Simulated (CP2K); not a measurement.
# SnTe (Fm-3m) in CP2K: notebook

One crystal, SnTe, is run at these levels: PBE, LDA, PBEsol, optB88-vdW; tasks: band structure.

All numbers are computed with CP2K 2026.2; they aren't measurements. Logs are shortened: lines on timing, memory, paths and dates and some standing lists are left out, and cuts for length are marked.

**Measured values to compare with.**

From a printed reference work, textbook, for a bulk crystal of SnTe at 300 K: band gap 0.18 eV (direct).

How close the calculation comes is told below.

## Step 1: Starting point

Symmetry: Fm-3m, No. 225, cubic system. The conventional cell has a = 6.302 Å, b = 6.302 Å, c = 6.302 Å, α = 90.00°, β = 90.00°, γ = 90.00°. Te (site symmetry m-3m) is surrounded by 6 Sn at 3.15 Å. Sn (site symmetry m-3m) has 6 Te at 3.15 Å as nearest neighbours.

## Step 2: Band structure, PBE

snte_bands.inp

```
&GLOBAL
  PROJECT snte_bands
  RUN_TYPE ENERGY_FORCE
  PRINT_LEVEL LOW
&END GLOBAL
&FORCE_EVAL
  METHOD QS
  STRESS_TENSOR ANALYTICAL
  &DFT
    BASIS_SET_FILE_NAME BASIS_MOLOPT_UZH
    POTENTIAL_FILE_NAME POTENTIAL_UZH
    &MGRID
      CUTOFF 675
      REL_CUTOFF 60
      NGRIDS 5
    &END MGRID
    &QS
      METHOD GPW
      EPS_DEFAULT 1.0E-9
    &END QS
    &KPOINTS
      SCHEME MONKHORST-PACK 7 7 7
      GAMMA_CENTERED T
      SYMMETRY T
      SYMMETRY_BACKEND SPGLIB
    &END KPOINTS
    &SCF
      SCF_GUESS ATOMIC
      EPS_SCF 1.0E-6
      MAX_SCF 100
      ADDED_MOS 10
      CHOLESKY OFF
      EPS_EIGVAL 1.0E-7
      &DIAGONALIZATION ON
        ALGORITHM STANDARD
      &END DIAGONALIZATION
      &MIXING ON
        METHOD BROYDEN_MIXING
        ALPHA 0.4
        BETA 1.5
        NBUFFER 8
      &END MIXING
      &SMEAR ON
        METHOD FERMI_DIRAC
        ELECTRONIC_TEMPERATURE [K] 580.226
      &END SMEAR
    &END SCF
    &XC
      &XC_FUNCTIONAL
        &GGA_X_PBE
        &END GGA_X_PBE
        &GGA_C_PBE
        &END GGA_C_PBE
      &END XC_FUNCTIONAL
    &END XC
    &PRINT
      &KPOINTS ON
      &END KPOINTS
      &MULLIKEN ON
      &END MULLIKEN
      &MO ON
        ENERGIES T
        OCCUPATION_NUMBERS T
        &EACH
          QS_SCF 0
        &END EACH
        ADD_LAST NUMERIC
      &END MO
      &BAND_STRUCTURE
        FILE_NAME bands.bs
        ADDED_MOS 6
        &KPOINT_SET
          UNITS B_VECTOR
          NPOINTS 10
          SPECIAL_POINT GAMMA 0.00000000 0.00000000 0.00000000
          SPECIAL_POINT X 0.50000000 0.00000000 0.50000000
          SPECIAL_POINT W 0.50000000 0.25000000 0.75000000
          SPECIAL_POINT K 0.37500000 0.37500000 0.75000000
          SPECIAL_POINT GAMMA 0.00000000 0.00000000 0.00000000
          SPECIAL_POINT L 0.50000000 0.50000000 0.50000000
          SPECIAL_POINT U 0.62500000 0.25000000 0.62500000
          SPECIAL_POINT W 0.50000000 0.25000000 0.75000000
          SPECIAL_POINT L 0.50000000 0.50000000 0.50000000
          SPECIAL_POINT K 0.37500000 0.37500000 0.75000000
        &END KPOINT_SET
        &KPOINT_SET
          UNITS B_VECTOR
          NPOINTS 10
          SPECIAL_POINT U 0.62500000 0.25000000 0.62500000
          SPECIAL_POINT X 0.50000000 0.00000000 0.50000000
        &END KPOINT_SET
      &END BAND_STRUCTURE
    &END PRINT
  &END DFT
  &SUBSYS
    &CELL
      A 4.4559748030 0.0000000000 0.0000000000
      B 2.2279874015 3.8589873780 0.0000000000
      C 2.2279874015 1.2863291260 3.6382881914
      PERIODIC XYZ
    &END CELL
    &COORD
      Te  4.4559748030 2.5726582520 1.8191440957
      Sn  0.0000000000 0.0000000000 0.0000000000
    &END COORD
    &KIND Te
      BASIS_SET TZVP-MOLOPT-PBE-GTH-q6
      POTENTIAL GTH-PBE-q6
    &END KIND
    &KIND Sn
      BASIS_SET TZVP-MOLOPT-PBE-GTH-q4
      POTENTIAL GTH-PBE-q4
    &END KIND
    &PRINT
      &ATOMIC_COORDINATES ON
      &END ATOMIC_COORDINATES
      &CELL ON
      &END CELL
    &END PRINT
  &END SUBSYS
  &PRINT
    &FORCES ON
    &END FORCES
    &STRESS_TENSOR ON
    &END STRESS_TENSOR
  &END PRINT
&END FORCE_EVAL
```

Potentials or basis: POTENTIAL_UZH Te GTH-PBE-q6, Sn GTH-PBE-q4; TZVP-MOLOPT-PBE-GTH basis.

The run is started by

```console
$ OMP_NUM_THREADS=1 cp2k.psmp -i snte_bands.inp -o snte_bands.out
```

snte_bands.out:

```text

 CP2K| version string:                                       CP2K version 2026.2
 CP2K| Input file name                                            snte_bands.inp

 GLOBAL| Force Environment number                                              1
 GLOBAL| Basis set file name                                    BASIS_MOLOPT_UZH
 GLOBAL| Potential file name                                       POTENTIAL_UZH
 GLOBAL| MM Potential file name                                     MM_POTENTIAL
 GLOBAL| Coordinate file name                                      __STD_INPUT__
 GLOBAL| Method name                                                        CP2K
 GLOBAL| Project name                                                 snte_bands
 GLOBAL| Run type                                                   ENERGY_FORCE
 GLOBAL| FFT library                                                       FFTW3
 GLOBAL| Diagonalization library                                       ScaLAPACK
 GLOBAL| Cholesky decomposition library                                ScaLAPACK
 GLOBAL| DGEMM library                                                      BLAS
 GLOBAL| Direct generalized diagonalization requested                          F
 GLOBAL| Matrix multiplication library                                 ScaLAPACK
 GLOBAL| Global print level                                                  LOW
 GLOBAL| Total number of message passing processes                             1
 GLOBAL| Number of threads for this process                                    1
 GLOBAL| CPU model name                          AMD EPYC 9R45 96-Core Processor

 CELL| Volume [angstrom^3]:                                            62.562368
 CELL| Vector a [angstrom]:       4.456     0.000     0.000   |a| =     4.455975
 CELL| Vector b [angstrom]:       2.228     3.859     0.000   |b| =     4.455975
 CELL| Vector c [angstrom]:       2.228     1.286     3.638   |c| =     4.455975
 CELL| Angle (b,c), alpha [degree]:                                    60.000000
 CELL| Angle (a,c), beta  [degree]:                                    60.000000
 CELL| Angle (a,b), gamma [degree]:                                    60.000000
 CELL| Numerically orthorhombic:                                              NO
 CELL| Periodicity                                                           XYZ

 CELL_REF| Volume [angstrom^3]:                                        62.562368
 CELL_REF| Vector a [angstrom     4.456     0.000     0.000   |a| =     4.455975
 CELL_REF| Vector b [angstrom     2.228     3.859     0.000   |b| =     4.455975
 CELL_REF| Vector c [angstrom     2.228     1.286     3.638   |c| =     4.455975
 CELL_REF| Angle (b,c), alpha [degree]:                                60.000000
 CELL_REF| Angle (a,c), beta  [degree]:                                60.000000
 CELL_REF| Angle (a,b), gamma [degree]:                                60.000000
 CELL_REF| Numerically orthorhombic:                                          NO
 CELL_REF| Periodicity                                                       XYZ
[... 10 lines left out ...]

  Total number of            - Atomic kinds:                                   2
                             - Atoms:                                          2
                             - Shell sets:                                     2
[... 128 lines left out ...]
 MO|      9               0.505051              13.743130               0.000000
 MO|     10               0.568692              15.474901               0.000000
 MO|     11               0.568693              15.474915               0.000000
 MO|     12               0.591269              16.089237               0.000000
 MO|     13               0.684254              18.619490               0.000000
[... 268 lines left out ...]
 MO|      4               0.109134               2.969687               2.000000
 MO|      5               0.153747               4.183679               2.000000
 MO|      6               0.231680               6.304331               0.000000
 MO|      7               0.231680               6.304337               0.000000
 MO|      8               0.236708               6.441156               0.000000
 MO|      9               0.446234              12.142652               0.000000
 MO|     10               0.477815              13.002008               0.000000
 MO|     11               0.477815              13.002014               0.000000
 MO|     12               0.613361              16.690397               0.000000
 MO|     13               0.631494              17.183819               0.000000
 MO|     14               0.631494              17.183822               0.000000
 MO|     15               0.802429              21.835207               0.000000
 MO| Sum:                                                              10.000000
 MO| E(Fermi):            0.186788 a.u.          5.082748 eV

 [... the levels of further k-points ...]

 !-----------------------------------------------------------------------------!
                     Mulliken Population Analysis

 #  Atom  Element  Kind  Atomic population                           Net charge
       1     Te       1          6.366871                             -0.366871
       2     Sn       2          3.633129                              0.366871
 # Total charge                             10.000000                  0.000000

 !-----------------------------------------------------------------------------!

 KPOINTS| Band Structure Calculation
 KPOINTS| Number of k-point sets                                               2
 KPOINTS| Number of added MOs/bands                                            6
 KPOINTS| Number of k-points in set    1                                      91
 KPOINTS| In units of b-vector [2pi/Bohr]
 KPOINTS| Special point     1       GAMMA     0.000000     0.000000     0.000000
 KPOINTS| Special point     2           X     0.500000     0.000000     0.500000
 KPOINTS| Special point     3           W     0.500000     0.250000     0.750000
 KPOINTS| Special point     4           K     0.375000     0.375000     0.750000
 KPOINTS| Special point     5       GAMMA     0.000000     0.000000     0.000000
 KPOINTS| Special point     6           L     0.500000     0.500000     0.500000
 KPOINTS| Special point     7           U     0.625000     0.250000     0.625000
 KPOINTS| Special point     8           W     0.500000     0.250000     0.750000
 KPOINTS| Special point     9           L     0.500000     0.500000     0.500000
 KPOINTS| Special point    10           K     0.375000     0.375000     0.750000
 KPOINTS| Number of k-points in set    2                                      11
 KPOINTS| In units of b-vector [2pi/Bohr]
 KPOINTS| Special point     1           U     0.625000     0.250000     0.625000
 KPOINTS| Special point     2           X     0.500000     0.000000     0.500000

 ENERGY| Total FORCE_EVAL ( QS ) energy [hartree]            -11.675183789078160

 FORCES| Atomic forces [hartree/bohr]
 FORCES|   Atom     x               y               z               |f|
 FORCES|      1 -4.32131797E-14 -5.32051814E-14  3.41029962E-14   7.65583737E-14
 FORCES|      2 -1.14224704E-15 -5.49266314E-15 -6.97019185E-15   8.94749412E-15
 FORCES| Sum    -4.43554267E-14 -5.86978446E-14  2.71328044E-14
 FORCES| Total atomic force                                       7.84157504E-14

 STRESS| Analytical stress tensor [bar]
 STRESS|                        x                   y                   z
 STRESS|      x        2.98900620174E+04  -1.00060024764E-02   7.59502898499E-03
 STRESS|      y       -1.00060024764E-02   2.98897209214E+04  -3.82772057322E-02
 STRESS|      z        7.59502898499E-03  -3.82772057322E-02   2.98892158979E+04
 STRESS| 1/3 Trace                                             2.98896662789E+04
 STRESS| Determinant                                           2.67031932221E+13

 STRESS| Eigenvectors and eigenvalues of the analytical stress tensor [bar]
 STRESS|                        1                   2                   3
 STRESS| Eigenvalues   2.98892129584E+04   2.98897234775E+04   2.98900624008E+04
 STRESS|      x          -0.008036118104      0.031135230924      0.999482875392
 STRESS|      y           0.074981451717      0.996720023453     -0.030446292822
 STRESS|      z           0.997152547359     -0.074698006958      0.010344324639
```

It took 8.3 s on 1 thread of AMD EPYC 9R45 (Zen 5), shared host; peak memory 0.45 GiB.

Results:

```yaml
Free_energy: -317.6979 eV
Pressure: 3.0 GPa
Band_gap_along_the_path: 0.12 eV, direct
Mulliken_charges: Te -0.37; Sn +0.37 e
```

Levels at the corners of the path, in eV from the Fermi level:
| point | band 3 | band 4 | band 5 | band 6 | band 7 | band 8 |
| --- | --- | --- | --- | --- | --- | --- |
| Γ | -2.22 | -2.22 | -2.22 | 3.39 | 3.39 | 3.39 |
| X | -5.72 | -3.85 | -3.85 | 2.80 | 4.98 | 4.98 |
| W | -4.97 | -4.97 | -0.94 | 0.77 | 5.18 | 5.18 |
| K | -5.32 | -3.37 | -2.84 | 2.95 | 3.22 | 5.14 |
| Γ | -2.22 | -2.22 | -2.22 | 3.39 | 3.39 | 3.39 |
| L | -1.94 | -1.94 | -0.06 | 0.06 | 0.28 | 0.28 |
| U | -5.32 | -3.37 | -2.84 | 2.95 | 3.22 | 5.14 |
| W | -4.97 | -4.97 | -0.94 | 0.77 | 5.18 | 5.18 |
| L | -1.94 | -1.94 | -0.06 | 0.06 | 0.28 | 0.28 |
| K | -5.32 | -3.37 | -2.84 | 2.95 | 3.22 | 5.14 |
| U | -5.32 | -3.37 | -2.84 | 2.95 | 3.22 | 5.14 |
| X | -5.72 | -3.85 | -3.85 | 2.80 | 4.98 | 4.98 |

Caveat: Mulliken charges move with the basis; this odd mesh misses L, where the gap lies, so gap, dielectric constants and Born charges aren't listed; spin-orbit coupling is left out, which moves the levels of the heavy elements; the basis of atomic orbitals isn't converged, which shifts pressures, moduli and gaps.

(Part 1 of 4 ends here.)
